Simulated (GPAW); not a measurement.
CsBr:

```
CELL_PARAMETERS angstrom
4.32562 0.00000 0.00000
0.00000 4.32562 0.00000
0.00000 0.00000 4.32562
ATOMIC_POSITIONS crystal
Cs 0.00000 0.00000 0.00000
Br 0.50000 0.50000 0.50000
```

The cell comes from a database or a generator and needn't be the stable form of this composition.

Program: GPAW 26.7.0. Alike in all runs: no spin polarisation; cell as given; k mesh 6 × 6 × 6; cutoff (eV) 600; smearing fermi-dirac 0.05 eV. Hardware: 1 thread of Arm Neoverse V2, with other jobs on the host.

Task: Order these runs on this cell by their wall time, lowest first.
A. task single point; level PBE; potentials or basis GPAW PAW data sets (gpaw-data 1.2.1), pw
B. task single point; level TB-mBJ; potentials or basis GPAW PAW data sets for LDA (gpaw-data 1.2.1), pw
C. task band structure; level r2SCAN; potentials or basis GPAW PAW data sets (gpaw-data 1.2.1), pw; band path GXMGRX,MR; band points 60

Result: A (10 s), B (31 s), C (100 s).

Caveats: a model potential gives levels but no total energy (some runs).
